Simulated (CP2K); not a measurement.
Input of a CP2K 2026.2 run:

Contents of tepb_bands.inp:

```
&GLOBAL
  PROJECT tepb_bands
  RUN_TYPE ENERGY
  PRINT_LEVEL LOW
&END GLOBAL
&FORCE_EVAL
  METHOD QS
  &DFT
    BASIS_SET_FILE_NAME BASIS_MOLOPT_UZH
    POTENTIAL_FILE_NAME POTENTIAL_UZH
    &MGRID
      CUTOFF 675
      REL_CUTOFF 60
      NGRIDS 4
    &END MGRID
    &QS
      METHOD GPW
      EPS_DEFAULT 1.0E-9
    &END QS
    &KPOINTS
      SCHEME MONKHORST-PACK 7 7 7
      GAMMA_CENTERED T
      SYMMETRY T
      SYMMETRY_BACKEND SPGLIB
    &END KPOINTS
    &SCF
      SCF_GUESS ATOMIC
      EPS_SCF 1.0E-6
      MAX_SCF 100
      ADDED_MOS 10
      CHOLESKY OFF
      EPS_EIGVAL 1.0E-7
      &DIAGONALIZATION ON
        ALGORITHM STANDARD
      &END DIAGONALIZATION
      &MIXING ON
        METHOD BROYDEN_MIXING
        ALPHA 0.4
        BETA 1.5
        NBUFFER 8
      &END MIXING
      &SMEAR ON
        METHOD FERMI_DIRAC
        ELECTRONIC_TEMPERATURE [K] 1160.452
      &END SMEAR
    &END SCF
    &XC
      &XC_FUNCTIONAL
        &MGGA_X_TB09
        &END MGGA_X_TB09
        &LDA_C_PW
        &END LDA_C_PW
      &END XC_FUNCTIONAL
    &END XC
    &PRINT
      &KPOINTS ON
      &END KPOINTS
      &MULLIKEN ON
      &END MULLIKEN
      &MO ON
        ENERGIES T
        OCCUPATION_NUMBERS T
        &EACH
          QS_SCF 0
        &END EACH
        ADD_LAST NUMERIC
      &END MO
      &BAND_STRUCTURE
        FILE_NAME bands.bs
        ADDED_MOS 2
        &KPOINT_SET
          UNITS B_VECTOR
          NPOINTS 8
          SPECIAL_POINT GAMMA 0.00000000 0.00000000 0.00000000
          SPECIAL_POINT X 0.50000000 0.00000000 0.50000000
          SPECIAL_POINT W 0.50000000 0.25000000 0.75000000
          SPECIAL_POINT K 0.37500000 0.37500000 0.75000000
          SPECIAL_POINT GAMMA 0.00000000 0.00000000 0.00000000
          SPECIAL_POINT L 0.50000000 0.50000000 0.50000000
          SPECIAL_POINT U 0.62500000 0.25000000 0.62500000
          SPECIAL_POINT W 0.50000000 0.25000000 0.75000000
          SPECIAL_POINT L 0.50000000 0.50000000 0.50000000
          SPECIAL_POINT K 0.37500000 0.37500000 0.75000000
        &END KPOINT_SET
        &KPOINT_SET
          UNITS B_VECTOR
          NPOINTS 8
          SPECIAL_POINT U 0.62500000 0.25000000 0.62500000
          SPECIAL_POINT X 0.50000000 0.00000000 0.50000000
        &END KPOINT_SET
      &END BAND_STRUCTURE
    &END PRINT
  &END DFT
  &SUBSYS
    &CELL
      A 4.5693240200 0.0000000000 0.0000000000
      B 2.2846620100 3.9571506795 0.0000000000
      C 2.2846620100 1.3190502265 3.7308374395
      PERIODIC XYZ
    &END CELL
    &COORD
      Pb  0.0000000000 0.0000000000 0.0000000000
      Te  4.5693240200 2.6381004530 1.8654187198
    &END COORD
    &KIND Pb
      BASIS_SET TZVP-MOLOPT-PBE-GTH-q4
      POTENTIAL GTH-PBE-q4
    &END KIND
    &KIND Te
      BASIS_SET TZVP-MOLOPT-PBE-GTH-q6
      POTENTIAL GTH-PBE-q6
    &END KIND
    &PRINT
      &ATOMIC_COORDINATES ON
      &END ATOMIC_COORDINATES
      &CELL ON
      &END CELL
    &END PRINT
  &END SUBSYS
  &PRINT
    &FORCES ON
    &END FORCES
  &END PRINT
&END FORCE_EVAL
```

Potentials or basis: POTENTIAL_UZH Pb GTH-PBE-q4, Te GTH-PBE-q6; TZVP-MOLOPT-PBE-GTH basis.

Launch:

```sh
$ OMP_NUM_THREADS=2 cp2k.psmp -i tepb_bands.inp -o tepb_bands.out
```

Task: What does it give for the band gap along the path?

Result: 0.81 eV, direct.

Task: Predict the Mulliken charges.

Result: Pb +0.93; Te -0.93 e.

Levels at the corners of the path, in eV from the Fermi level:
```csv
point,band 1,band 2,band 3,band 4,band 5,band 6,band 7,band 8,band 9,band 10
Γ,-12.61,-5.78,-1.98,-1.98,-1.98,4.03,4.03,4.03,5.55,5.55
X,-10.97,-7.60,-5.22,-3.48,-3.48,2.81,5.44,5.44,6.55,10.02
W,-10.80,-8.34,-4.50,-4.50,-1.00,1.35,5.02,5.02,7.12,7.12
K,-10.86,-8.33,-4.83,-2.99,-2.69,3.26,3.46,5.10,5.77,9.58
Γ,-12.61,-5.78,-1.98,-1.98,-1.98,4.03,4.03,4.03,5.55,5.55
L,-11.16,-9.02,-1.66,-1.66,-0.45,0.36,0.88,0.88,9.10,10.32
U,-10.86,-8.33,-4.83,-2.99,-2.69,3.26,3.46,5.10,5.77,9.58
W,-10.80,-8.34,-4.50,-4.50,-1.00,1.35,5.02,5.02,7.12,7.12
L,-11.16,-9.02,-1.66,-1.66,-0.45,0.36,0.88,0.88,9.10,10.32
K,-10.86,-8.33,-4.83,-2.99,-2.69,3.26,3.46,5.10,5.77,9.58
U,-10.86,-8.33,-4.83,-2.99,-2.69,3.26,3.46,5.10,5.77,9.58
X,-10.97,-7.60,-5.22,-3.48,-3.48,2.81,5.44,5.44,6.55,10.02
```

Caveat: this odd mesh misses L, where the gap lies, so gap, dielectric constants and Born charges aren't listed; this is a model potential without an energy functional, so only levels have meaning; spin-orbit coupling is left out, which moves the levels of the heavy elements; the basis of atomic orbitals isn't converged, which shifts pressures, moduli and gaps.

**Experimental background.**

From a printed reference work, monograph, for a bulk crystal of TePb at 4.2 K: band gap 0.19 eV (direct).

Measured gap of TePb: 0.19 eV (direct; 4.2 K; a printed reference work, monograph). This calculation gives 0.81 eV (+0.62 eV). Spin-orbit coupling on Pb, Te is left out. The value is that of TB-mBJ in an atomic basis (POTENTIAL_UZH Pb GTH-PBE-q4, Te GTH-PBE-q6; TZVP-MOLOPT-PBE-GTH basis), whose error adds to the functional's,, without temperature or zero-point motion.
